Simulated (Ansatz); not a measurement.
HfO2: band structure with r2SCAN

Crystal: HfO2.

```
CELL_PARAMETERS angstrom
4.81353 0.00000 0.00000
0.00000 4.81353 0.00000
0.00000 0.00000 3.20542
ATOMIC_POSITIONS crystal
Hf 0.50000 0.50000 0.50000
Hf 0.00000 0.00000 0.00000
O 0.80504 0.19496 0.50000
O 0.69496 0.69496 0.00000
O 0.30504 0.30504 0.00000
O 0.19496 0.80504 0.50000
```

Measurements of this composition are mostly on another form, of space group No. 14.

```
Program                             : Ansatz 0.2.0
Task                                : band structure
Functional                          : r2SCAN
Potentials or basis                 : Ansatz PAW
Cutoff                              : 500 eV (not typed: the program's choice for these potentials)
k mesh                              : 6 × 6 × 8
Occupations                         : fermi-dirac, width 0.05 eV
Spin                                : no spin polarisation
Path                                : [["G", "X", "M", "G", "Z", "R", "A", "Z"], ["X", "R"], ["M", "A"]]
Points for each segment of the path : 14
```

```yaml
Pressure: 3.6 GPa
Largest_force: 0.041 eV/Å
Band_gap_on_the_k_mesh: 4.59 eV, direct
Band_gap_along_the_path: 4.59 eV, direct
```

Forces on the atoms (eV/Å):
```
Hf   0.000  0.000  0.000
Hf   0.000  0.000  0.000
O   -0.029  0.029  0.000
O    0.029  0.029  0.000
O   -0.029 -0.029  0.000
O    0.029 -0.029  0.000
```

Stress tensor (GPa, compression positive):
```
3.30 0.00 0.00
0.00 3.30 0.00
0.00 0.00 4.09
```

Levels at the corners of the path, in eV from the valence-band top:
```csv
point,band 36,band 37,band 38,band 39,band 40,band 41
Γ,-0.40,-0.40,0.00,4.59,4.73,5.85
X,-1.41,-0.65,-0.65,5.25,5.25,6.86
M,-1.09,-0.74,-0.74,4.81,4.81,6.30
Γ,-0.40,-0.40,0.00,4.59,4.73,5.85
Z,-2.05,-0.98,-0.98,6.21,6.21,6.72
R,-1.74,-0.89,-0.89,4.80,4.80,6.96
A,-1.09,-0.48,-0.48,5.74,5.74,6.50
Z,-2.05,-0.98,-0.98,6.21,6.21,6.72
X,-1.41,-0.65,-0.65,5.25,5.25,6.86
R,-1.74,-0.89,-0.89,4.80,4.80,6.96
M,-1.09,-0.74,-0.74,4.81,4.81,6.30
A,-1.09,-0.48,-0.48,5.74,5.74,6.50
```

Run time: 42 s on 2 threads of Intel(R) Xeon(R) Processor @ 2.50GHz (Skylake/Cascade Lake) (shared host), peak memory 0.74 GiB.

Caveat: spin-orbit coupling is left out, which moves the levels of the heavy elements; the PAW data sets come from PBE, with cores solved anew for the run's functional, which leaves a small shift of forces and pressure. r2SCAN opens gaps a little over a GGA but as a rule still falls short of measured ones.
